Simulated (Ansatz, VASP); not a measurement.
**Two plane-wave programs on C**

File INCAR:

```
SYSTEM = C
ALGO = Normal ; EDIFF = 1E-7
ENCUT = 520 ; GGA = CA
ISIF = 2 ; ISMEAR = 0
LASPH = .TRUE. ; LCHARG = .FALSE.
LREAL = .FALSE. ; LWAVE = .FALSE.
NBANDS = 11 ; NELM = 100
PREC = Accurate ; SIGMA = 0.05
```

File KPOINTS:

```
k-points
0
G
  12 12 12
  0 0 0
```

Contents of POSCAR:

```
C
1.0
    1.2894276638      0.7444514088      3.1796602974
   -1.2894276638      0.7444514088      3.1796602974
    0.0000000000     -1.4889028176      3.1796602974
C
2
Direct
    0.1640000000      0.1640000000      0.1640000000
    0.8360000000      0.8360000000      0.8360000000
```

Input for Ansatz:

```yaml
crystal:
  lattice:
    - [1.2894276638, 0.7444514088, 3.1796602974]
    - [-1.2894276638, 0.7444514088, 3.1796602974]
    - [0.0, -1.4889028176, 3.1796602974]
  atoms:
    - { symbol: C, position: [0.164, 0.164, 0.164] }
    - { symbol: C, position: [0.836, 0.836, 0.836] }
basis:
  ecutwfc: 420
kpoints:
  mp_grid: { grid: [12, 12, 12] }
hamiltonian:
  xc: lda
scf:
  occupations: { method: gaussian, width: 0.05 }
output:
  forces: true
  stress: true
  eigenvalues: true
```

Change from the starting cell: strain +0.050 along x and y, -0.050 along z, atoms carried along.

Alike in both runs: task single point; functional LDA; k mesh 12 × 12 × 12; occupations gaussian, width 0.05 eV; no spin polarisation.

|  | VASP | Ansatz |
| --- | --- | --- |
| version | VASP 6.6.1 | Ansatz 0.2.0 |
| potentials or method | VASP PAW LDA potentials, release 64 (C) | scalar-relativistic, plane waves, PAW |
| plane-wave cutoff (eV) | 520 | 420 |
| valence electrons in the cell | 8 | 8 |

Ansatz gave:

| Quantity | Value |
| --- | --- |
| gap on the k mesh at the Fermi level (eV) | 0.98 |
| least direct gap on the mesh (eV) | 1.05 |
| pressure (GPa) | -38.0 |
| largest component of the traceless stress (GPa) | 39.25 |
| rms of the force components (eV/Å) | 0.458 |

**Question.** Which values does VASP return?

**Answer.** gap on the k mesh at the Fermi level (eV): 0.98; least direct gap on the mesh (eV): 1.05; pressure (GPa): -37.3; largest component of the traceless stress (GPa): 38.50; rms of the force components (eV/Å): 0.455.

Atom by atom the forces differ by 0.003 eV/Å (rms over components).

Caveats: the cell as given lies far from equilibrium; so large a pressure means that the cell lies far from this level's equilibrium, or that cutoff or potentials fall short (VASP).
